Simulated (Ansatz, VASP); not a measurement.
This is a calculation of In3As for Ansatz 0.2.0.

File input.yaml:

```yaml
crystal:
  lattice:
    - [4.671681, 0.0, 0.0]
    - [0.0, 4.671681, 0.0]
    - [0.0, 0.0, 4.671681]
  atoms:
    - { symbol: In, position: [0.5, 0.5, 0.0] }
    - { symbol: In, position: [0.5, 0.0, 0.5] }
    - { symbol: In, position: [0.0, 0.5, 0.5] }
    - { symbol: As, position: [0.0, 0.0, 0.0] }
hamiltonian:
  xc: pbesol
  pseudopotentials: { kind: paw }
kpoints:
  mp_grid: { grid: [6, 6, 6] }
scf:
  occupations: { method: fermi_dirac, width: 0.05 }
output:
  forces: true
  stress: true
  eigenvalues: true
```

Potentials or basis: Ansatz PAW.

Command:

```console
$ ansatz run input.yaml --threads 1 --pin off --max-ram 3584MiB --backend cpu --events-out ev --progress --plain --runs-dir out
```

**Question.** Translate it to VASP 6.6.1. Potentials there: VASP PAW PBE potentials, release 64 (In_d, As).

**Answer.** As run (the cutoff follows the program's own potentials):

Contents of INCAR:

```
SYSTEM = In3As
ALGO = Normal ; EDIFF = 1E-7
ENCUT = 520 ; GGA = PS
ISIF = 2 ; ISMEAR = -1
LASPH = .TRUE. ; LCHARG = .TRUE.
LELF = .TRUE. ; LREAL = .FALSE.
LVHAR = .TRUE. ; LWAVE = .FALSE.
NBANDS = 30 ; NELM = 100
PREC = Accurate ; SIGMA = 0.05
```

KPOINTS

```
k-points
0
G
  6 6 6
  0 0 0
```

POSCAR

```
In3As
1.0
    4.6716810000      0.0000000000      0.0000000000
    0.0000000000      4.6716810000      0.0000000000
    0.0000000000      0.0000000000      4.6716810000
In As
3 1
Direct
    0.5000000000      0.5000000000      0.0000000000
    0.5000000000      0.0000000000      0.5000000000
    0.0000000000      0.5000000000      0.5000000000
    0.0000000000      0.0000000000      0.0000000000
```

Potentials or basis: VASP PAW PBE potentials, release 64 (In_d, As).

Launch:

```console
$ cat potpaw_PBE.64/In_d/POTCAR potpaw_PBE.64/As/POTCAR > POTCAR
$ mpirun -np 1 vasp_std > vasp.out
```

Both were run:

|  | VASP | Ansatz | Ansatz less VASP |
| --- | --- | --- | --- |
| gap on the k mesh at the Fermi level (eV) | none | none | - |
| pressure (GPa) | -2.4 | -2.4 | +0.01 |

A gap of «none» marks a metal or a gap that the smearing closes. The two sets of potentials don't hold the same shells in valence.

Caveats: the PAW data sets were made with another functional, which shifts forces and pressure a little (VASP); the PAW data sets come from PBE, with cores solved anew for the run's functional, which leaves a small shift of forces and pressure (Ansatz).
